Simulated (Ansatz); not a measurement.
Method: Ansatz 0.2.0, DFT PBE, scalar-relativistic, plane waves, PAW. All cells share a 420 eV cutoff and Γ-centred k meshes spaced at most about 0.3 Å⁻¹ (about 0.25 or finer for metals, 2π included). No spin polarisation.

These are static total energies at zero pressure.

Two forms of Ba2Hf2O were relaxed alike.

A.

```
Ba Hf O
1.0
     3.53315    0.00000    0.00000
    -1.76658    3.05980    0.00000
     0.00000    0.00000   12.40721
Ba Hf O
2 2 1
Direct
  0.33333 0.66667 0.13471
  0.66667 0.33333 0.86529
  0.33333 0.66667 0.59044
  0.66667 0.33333 0.40956
  0.00000 0.00000 0.00000
```

B.

```
Ba Hf O
1.0
     3.52846    0.00000    0.00000
    -1.76423    3.05573    0.00000
     0.00000    0.00000   12.46705
Ba Hf O
2 2 1
Direct
  0.00000 0.00000 0.15806
  0.00000 0.00000 0.84194
  0.33333 0.66667 0.58956
  0.66667 0.33333 0.41044
  0.00000 0.00000 0.50000
```

Question: Which is lower in energy, and by how much?

Answer: A is lower, by 116 meV/atom. A has space group P-3m1 (No. 164), 26.8 Å³/atom and no gap on its mesh; B has space group P-3m1 (No. 164), 26.9 Å³/atom and no gap. Counting Ba or Hf atoms around O (for each partner element, those within 1.25 times its shortest distance or 1.15 times the sum of covalent radii, where it is the nearest in units of that sum or under 1.3), A and B both have O 6. Both come from invented guesses.

These runs have no spin–orbit coupling, which can matter for Hf. Cells relaxed within their symmetry can be saddle points.
